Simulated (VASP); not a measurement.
# Ge: relaxation of cell and atoms with PBEsol+D4

Crystal: Ge.

```xyz
12
Lattice="5.9300 0.0000 0.0000 0.0000 5.9300 0.0000 0.0000 0.0000 6.9800" Properties=species:S:1:pos:R:3 pbc="T T T"
Ge    2.2237    0.9885    5.2350
Ge    1.9765    5.1887    3.4900
Ge    3.7062    4.9415    1.7450
Ge    3.9535    0.7412    0.0000
Ge    5.1887    1.9765    3.4900
Ge    4.9415    3.7062    5.2350
Ge    0.7412    3.9535    0.0000
Ge    0.9885    2.2237    1.7450
Ge    3.4097    2.5202    1.7450
Ge    5.4852    5.4852    3.4900
Ge    2.5202    3.4097    5.2350
Ge    0.4447    0.4447    0.0000
```

This isn't the form of Ge at room conditions, which is diamond.

```
Program                : VASP 6.6.1
Task                   : relaxation of cell and atoms
Functional             : PBEsol
Dispersion             : D4
Potentials or basis    : VASP PAW PBE potentials, release 64 (Ge_d)
Cutoff                 : 600 eV
k mesh                 : 4 × 4 × 3
Occupations            : fermi-dirac, width 0.05 eV
Spin                   : no spin polarisation
Further INCAR settings : ALGO = Normal; EDIFF = 1e-06; IBRION = 2; EDIFFG = -0.02; NSW = 60; ISIF = 3
```

```yaml
Relaxed_volume: 20.00 Å³/atom
Relaxed_cell: a = 5.881 Å, b = 5.881 Å, c = 6.940 Å, α = 90.00°, β = 90.00°, γ = 90.00°
Space_group_after_relaxing_to_0.05_Å: P4_32_12 (No. 96)
Energy_gained_by_relaxing: 19.7 meV/atom
Ionic_steps: 16
Pressure_after_relaxing: -0.1 GPa
Largest_force_after_relaxing: 0.019 eV/Å
Band_gap_on_the_k_mesh: 1.16 eV, indirect (least direct gap 1.26 eV)
Dispersion_energy_per_atom: -0.209 eV
```

Forces on the atoms (eV/Å):
```
Ge  -0.001  0.004 -0.006
Ge  -0.004 -0.001 -0.006
Ge   0.001 -0.004 -0.006
Ge   0.004  0.001 -0.006
Ge  -0.001 -0.004  0.006
Ge  -0.004  0.001  0.006
Ge   0.001  0.004  0.006
Ge   0.004 -0.001  0.006
Ge   0.014 -0.014  0.000
Ge  -0.014 -0.014  0.000
Ge  -0.014  0.014  0.000
Ge   0.014  0.014  0.000
```

The path:
```csv
step,energy change (eV),largest force (eV/Å),pressure (GPa),volume (Å³)
1,0.0000,0.9077,-0.98,245.45
2,-0.1507,0.2287,0.24,241.05
3,-0.1529,0.2490,0.55,240.38
4,-0.1932,0.1553,0.06,241.83
5,-0.2027,0.1186,-0.25,242.98
6,-0.2090,0.0809,-0.06,241.78
7,-0.2099,0.1264,0.22,240.71
8,-0.2130,0.1272,0.31,240.44
9,-0.2209,0.1304,0.31,239.63
10,-0.2290,0.1343,0.48,238.00
11,-0.2353,0.0259,0.08,239.75
12,-0.2352,0.0315,-0.11,239.96
13,-0.2353,0.0282,-0.06,239.83
14,-0.2353,0.0271,0.00,239.80
15,-0.2357,0.0208,-0.07,239.90
16,-0.2359,0.0193,-0.12,240.03
```

Final structure:
```xyz
12
Lattice="5.8810 0.0000 0.0000 0.0000 5.8810 0.0000 0.0000 0.0000 6.9401" Properties=species:S:1:pos:R:3 pbc="T T T"
Ge    2.1649    1.0032    5.1538
Ge    1.9373    5.1054    3.4188
Ge    3.7161    4.8778    1.6837
Ge    3.9437    0.7756    6.8888
Ge    5.1054    1.9373    3.5214
Ge    4.8778    3.7161    5.2564
Ge    0.7756    3.9437    0.0513
Ge    1.0032    2.1649    1.7863
Ge    3.4600    2.4210    1.7350
Ge    5.3615    5.3615    3.4701
Ge    2.4210    3.4600    5.2051
Ge    0.5195    0.5195    0.0000
```

Levels at points of the mesh, in eV from the valence-band top:
| k point | band 81 | band 82 | band 83 | band 84 | band 85 | band 86 | band 87 | band 88 |
| --- | --- | --- | --- | --- | --- | --- | --- | --- |
| (0.00, 0.00, 0.00) | -1.02 | -0.96 | -0.96 | -0.19 | 1.49 | 1.75 | 1.75 | 2.58 |
| (0.50, 0.00, 0.00) | -0.52 | -0.52 | 0.00 | 0.00 | 1.31 | 1.31 | 2.36 | 2.36 |
| (0.50, 0.50, 0.00) | -0.27 | -0.27 | -0.02 | -0.02 | 1.32 | 1.32 | 1.70 | 1.70 |

Wall time 44 min on 1 thread of Intel(R) Xeon(R) 6975P-C (Granite Rapids) (shared host), peak memory 0.49 GiB.

Caveat: the PAW data sets were made with another functional, which shifts forces and pressure a little; an odd mesh through Γ misses points on the zone boundary, where band edges often lie.
